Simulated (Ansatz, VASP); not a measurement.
Two plane-wave programs on BeSe

```
Be Se
1.0
     0.00000    2.53500    2.53500
     2.53500    0.00000    2.53500
     2.53500    2.53500    0.00000
Be Se
1 1
Direct
  0.00000 0.00000 0.00000
  0.25000 0.25000 0.25000
```

Alike in both runs: functional PBE; k mesh 9 × 9 × 9; occupations fermi-dirac, width 0.02 eV; no spin polarisation.

Ansatz relaxed the structure, and its values are those at the end. VASP's run is a single point on that final structure, the one shown.

|  | VASP | Ansatz |
| --- | --- | --- |
| version | VASP 6.6.1 | Ansatz 0.2.0 |
| potentials or method | VASP PAW PBE potentials, release 64 (Be, Se) | plane-wave PAW, scalar-relativistic |
| plane-wave cutoff (eV) | 520 | 420 |
| valence electrons in the cell | 8 | 18 |

```csv
,VASP,Ansatz,Ansatz less VASP
gap on the k mesh at the Fermi level (eV),2.61,2.62,+0.013
pressure (GPa),5.6,5.4,-0.24
```

The two sets of potentials don't hold the same shells in valence. Ansatz warned: «stress_scf_threshold_loose».

Caveats: an odd mesh through Γ misses points on the zone boundary, where band edges often lie. Expect the measured gap to be larger: semilocal functionals such as PBE lack the derivative discontinuity.
